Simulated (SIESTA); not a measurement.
Something may be wrong with this SIESTA 5.4.2 calculation of Sb.

The input run.py:

```python
from ase.io import read
from ase.calculators.siesta import Siesta
from ase.units import Ry, GPa
from ase.calculators.mixing import SumCalculator
from dftd4.ase import DFTD4

atoms = read("POSCAR")

fdf = {
    'SCFMustConverge': False,
    'OccupationFunction': 'FD',
    'ElectronicTemperature': '0.05 eV',
    'MaxSCFIterations': '50',
    'SCF.Mixer.Method': 'Pulay',
    'SCF.Mixer.Weight': '0.25',
    'SCF.Mixer.History': '8',
    'SCF.DM.Tolerance': '5.0e-05',
    'SCF.H.Tolerance': '1.0e-03 eV',
    'WriteForces': 'true',
    'Charge.Mulliken': 'end',
    'Mesh.Cutoff': '500',
}
calc = Siesta(
    label="Sb",
    command="siesta < PREFIX.fdf > PREFIX.out",
    pseudo_path="pseudos",
    pseudo_qualifier="",
    xc=('GGA', 'PBE'),
    basis_set="TZDP",
    mesh_cutoff=500 * Ry,
    energy_shift=0.01 * Ry,
    kpts=[8, 8, 8],
    spin="non-polarized",
    fdf_arguments=fdf,
)
disp = DFTD4(method="PBE")
atoms.calc = SumCalculator([calc, disp])

print(f"energy = {atoms.get_potential_energy():.6f} eV")
free = (calc.get_potential_energy(atoms, force_consistent=True) + disp.get_potential_energy(atoms))
print(f"free energy = {free:.6f} eV")
print("forces (eV/A):")
print(atoms.get_forces(apply_constraint=False).round(6))
print("stress (GPa, Voigt order, tension positive):", (atoms.get_stress() / GPa).round(4))
```

POSCAR

```
Sb
1.0
    3.1600000000      0.0000000000      0.0000000000
    0.0000000000      3.1600000000      0.0000000000
    0.0000000000      0.0000000000      3.1600000000
Sb
1
Direct
    0.0000000000      0.0000000000      0.0000000000
```

Potentials or basis: PseudoDojo 0.4 stringent (PBE files), TZDP (energy shift 0.01 Ry).

Launch:

```bash
$ python run.py
```

Output:

```text
Note: The following floating-point exceptions are signalling: IEEE_INVALID_FLAG IEEE_OVERFLOW_FLAG
STOP Stopping Program
*************************************************************
ERROR

FDF module: fdf_physical:  no unit specified for MeshCutoff

     File: fdf.F90
     Line:  2144
*************************************************************
Traceback (most recent call last):
RuntimeError
```

Task: Diagnose the run.

Result: The input was rejected before any iteration. The input holds a flaw that was put in on purpose: mesh cutoff without a unit (Mesh.Cutoff = 500).
